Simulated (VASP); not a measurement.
# Ge (Fd-3m) in VASP: single point with PBE0

Aim: the single point of Ge with PBE0.

Program: VASP 6.6.1. These are calculated values, not measurements. Logs are shortened: lines on timing, memory, paths and dates and some standing lists are left out, and cuts for length are marked.

**Measured values to compare with.**

“Electronic and optical properties of SixGe1-x-ySny alloys lattice-matched to Ge”, 2021, arxiv:2109.02782 reports, for a bulk crystal of Ge at 300 K: band gap 0.807 eV (direct).

The runs below are set against these values where they give the same quantity.

### 1 The structure

It takes space group Fd-3m (No. 227, cubic). Conventional cell: a = 5.674 Å, b = 5.674 Å, c = 5.674 Å, α = 90.00°, β = 90.00°, γ = 90.00°. Ge (site symmetry -43m) is surrounded by 4 Ge at 2.46 Å.

### 2 Single point, PBE0

Contents of POSCAR:

```
Ge
1.0
    0.0000000000      2.8371800000      2.8371800000
    2.8371800000      0.0000000000      2.8371800000
    2.8371800000      2.8371800000      0.0000000000
Ge
2
Direct
    0.5000000000      0.5000000000      0.5000000000
    0.7500000000      0.7500000000      0.7500000000
```

Contents of INCAR.step1:

```
SYSTEM = Ge
ALGO = Normal
EDIFF = 1E-5
ENCUT = 520
GGA = PE
ISIF = 2
ISMEAR = 0
LASPH = .True.
LREAL = .False.
LWAVE = .True.
NELM = 80
PREC = Accurate
SIGMA = 0.1
```

Contents of INCAR.step2:

```
SYSTEM = Ge
AEXX = 0.25
ALGO = Normal
EDIFF = 1E-6
ENCUT = 520
GGA = PE
ISIF = 2
ISMEAR = 0
ISTART = 1
LASPH = .True.
LCHARG = .True.
LELF = .True.
LHFCALC = .True.
LREAL = .False.
LVHAR = .True.
LWAVE = .False.
NELM = 80
PREC = Accurate
PRECFOCK = Fast
SIGMA = 0.1
```

Contents of KPOINTS:

```
k-points
0
Gamma
  6 6 6
  0 0 0
```

Potentials or basis: VASP PAW PBE potentials, release 64 (Ge_d).

Launch:

```console
$ cat potpaw_PBE.64/Ge_d/POTCAR > POTCAR
$ cp INCAR.step1 INCAR
$ mpirun -np 1 vasp_std > vasp.out
$ cp INCAR.step2 INCAR
$ mpirun -np 1 vasp_std > vasp.out
```

OUTCAR:

```text
SYSTEM = Ge
   AEXX = 0.25
   EDIFF = 1E-6
   ENCUT = 520
   GGA = PE
   ISIF = 2
   ISMEAR = 0
   ISTART = 1
   LASPH = .True.
   LHFCALC = .True.
   LREAL = .False.
   NELM = 80
   PREC = Accurate
   PRECFOCK = Fast

 ion  position               nearest neighbor table
   1  0.500  0.500  0.500-   2 2.46   2 2.46   2 2.46   2 2.46
   2  0.750  0.750  0.750-   1 2.46   1 2.46   1 2.46   1 2.46

  LATTYP: Found a face centered cubic cell.
 ALAT       =     5.6743600000

  Lattice vectors:

 A1 = (   0.0000000000,   2.8371800000,   2.8371800000)
 A2 = (   2.8371800000,   0.0000000000,   2.8371800000)
 A3 = (   2.8371800000,   2.8371800000,   0.0000000000)

Analysis of symmetry for initial positions (statically):
=====================================================================
 Subroutine PRICEL returns:
 Original cell was already a primitive cell.

 Routine SETGRP: Setting up the symmetry group for a
 face centered cubic supercell.

 Subroutine GETGRP returns: Found 48 space group operations
 (whereof 24 operations were pure point group operations)
 out of a pool of 48 trial point group operations.

The static configuration has the point symmetry T_d .
 The point group associated with its full space group is O_h .

Analysis of symmetry for dynamics (positions and initial velocities):
=====================================================================
 Subroutine PRICEL returns:
 Original cell was already a primitive cell.

 Routine SETGRP: Setting up the symmetry group for a
 face centered cubic supercell.

 Subroutine GETGRP returns: Found 48 space group operations
 (whereof 24 operations were pure point group operations)
 out of a pool of 48 trial point group operations.

The dynamic configuration has the point symmetry T_d .
 The point group associated with its full space group is O_h .

 Subroutine INISYM returns: Found 48 space group operations
 (whereof 24 operations are pure point group operations),
 and found     1 'primitive' translations

----------------------------------------------------------------------------------------

                                     Primitive cell

  volume of cell :      45.6763

  direct lattice vectors                    reciprocal lattice vectors
     0.000000000  2.837180000  2.837180000    -0.176231328  0.176231328  0.176231328
     2.837180000  0.000000000  2.837180000     0.176231328 -0.176231328  0.176231328
     2.837180000  2.837180000  0.000000000     0.176231328  0.176231328 -0.176231328

  length of vectors
[... 81 lines left out ...]
   POTIM  = 0.5000    time-step for ionic-motion
   TEBEG  =    0.0;   TEEND  =   0.0 temperature during run
   PSTRESS=    0.0 pullay stress
   NELECT =      28.0000    total number of electrons
   NUPDOWN=      -1.0000    fix difference up-down
   EMIN   =  10.00;   EMAX   =-10.00  energy-range for DOS
   EFERMI =   0.00;   METHOD = LEGACY
   ISMEAR =     0;   SIGMA  =   0.10  broadening in eV -4-tet -1-fermi 0-gaus
   EFERMI_NEDOS =   21; number of points for ismear=-14 and -15
   IALGO  =     38    algorithm
   IMIX   =      1    mixing-type and parameters
     AMIX     =   0.40;   BMIX     =  1.00
     AMIX_MAG =   1.60;   BMIX_MAG =  1.00
  volume/ion in A,a.u.               =      22.84       154.12
  Fermi-wavevector in a.u.,A,eV,Ry     =   1.390691  2.628025 26.313956  1.934021
  Thomas-Fermi vector in A             =   2.514602
   LORBIT       =      0    0 simple, 1 ext, 2 COOP (PROOUT), +10 PAW based schemes
   GGA     = PE    functional components
   LHFCALC =     T    Hartree Fock is set to
   PRECFOCK=fast      Normal, Fast or Accurate (Low or Medium for compatibility)
   ENCUT4O =  -1.0   cutoff for four orbital integrals eV
   NKREDX  =     1    reduce k-point grid by
   NKREDY  =     1    reduce k-point grid by
   NKREDZ  =     1    reduce k-point grid by
   AEXX    =    0.2500 exact exchange contribution
   HFSCREEN=    0.0000 screening length (either q_TF or 0.3 A-1)
   HFSCREENC=   0.0000 screening length for correlation (either q_TF or 0.3 A-1)
   ENCUTFOCK=  -1.0 apply spherical cutoff to Coloumb kernel
   IVDW    =     0    specifies the selected vdW correction
   LEPSILON=     F    determine dielectric tensor
   LRPA    =     F    only Hartree local field effects (RPA)
 non-spin polarized calculation
 Gauss-broadening in eV      SIGMA  =   0.10
  energy-cutoff  :      520.00
  volume of cell :       45.68
 maximum number of plane-waves:      1247
 NGX is ok and might be reduce to    30
  NGX = 18; NGY = 18; NGZ = 18

 number of electron      28.0000015 magnetization

 Free energy of the ion-electron system (eV)
  ---------------------------------------------------
  ext. energy  EPLUGINS =         0.00000000
  ---------------------------------------------------
  free energy    TOTEN  =       -11.65121860 eV

  energy without entropy =      -11.65121860  energy(sigma->0) =      -11.65121860

 E-fermi :   4.8070     XC(G=0):  -7.8119

 val. band max:        4.2755178038   @ k =   0.0000   0.0000   0.0000
 cond. band min:       5.6761551764   @ k =   0.0000   0.0000   0.0000
 fundamental gap:      1.4006373726
 Fermi energy:         4.8069558650

 k-point     1 :       0.0000    0.0000    0.0000
  band No.  band energies     occupation
      1     -23.7513      2.00000
      2     -23.7513      2.00000
      3     -23.7513      2.00000
      4     -23.7151      2.00000
      5     -23.7151      2.00000
      6     -23.5112      2.00000
[... 313 lines left out ...]
      5     -23.6061      2.00000
      6     -23.6061      2.00000
[... 10 lines left out ...]
     17      12.4692      0.00000
     18      12.4692      0.00000

------------------------ aborting loop because EDIFF is reached ----------------------------------------

  FORCE on cell =-STRESS in cart. coord.  units (eV):
  Direction    XX          YY          ZZ          XY          YZ          ZX
  --------------------------------------------------------------------------------------
  -------------------------------------------------------------------------------------
  Total        0.0235523      0.0235523      0.0235523      0.0000000      0.0000000     -0.0000000
  in kB        0.8261399      0.8261399      0.8261399      0.0000000      0.0000000     -0.0000000
  external PRESSURE =       0.8261399 kB  Pullay stress =       0.0000000 kB

 VOLUME and BASIS-vectors are now :
 -----------------------------------------------------------------------------
  energy-cutoff  :      520.00
  volume of cell :       45.68
      direct lattice vectors                 reciprocal lattice vectors
     0.000000000  2.837180000  2.837180000    -0.176231328  0.176231328  0.176231328
     2.837180000  0.000000000  2.837180000     0.176231328 -0.176231328  0.176231328
     2.837180000  2.837180000  0.000000000     0.176231328  0.176231328 -0.176231328

 POSITION                                       TOTAL-FORCE (eV/Angst)
 -----------------------------------------------------------------------------------
      2.83718      2.83718      2.83718         0.000000      0.000000      0.000000
      4.25577      4.25577      4.25577        -0.000000     -0.000000     -0.000000
 -----------------------------------------------------------------------------------
    total drift:                               -0.000000     -0.000000     -0.000000

  FREE ENERGIE OF THE ION-ELECTRON SYSTEM (eV)
  ---------------------------------------------------
  free  energy   TOTEN  =       -11.6512186029 eV

  energy  without entropy=      -11.6512186029  energy(sigma->0) =      -11.65121860
```

Run time: 21 min. Hardware: 1 thread of Intel Xeon 6975P-C (Granite Rapids), shared host; peak memory 0.18 GiB.

What came out:

```yaml
Free_energy: -11.6512 eV
Pressure: 0.1 GPa
Band_gap_on_the_k_mesh: 1.40 eV, direct
```

Caveat: the PAW data sets were made with another functional, which shifts forces and pressure a little.

### 3 How close it comes

Step 2. Against the measured gap of Ge, 0.807 eV (direct; 300 K; “Electronic and optical properties of SixGe1-x-ySny alloys lattice-matched to Ge”, 2021, arxiv:2109.02782), the calculated 1.40 eV is off by +0.59 eV. 3 values of this kind are on record (0.666 to 0.807 eV); this one was drawn at random among those near their median. Spin-orbit coupling on Ge is left out. The value is that of PBE0 on a finite k mesh, which can miss the band edges, without temperature or zero-point motion.
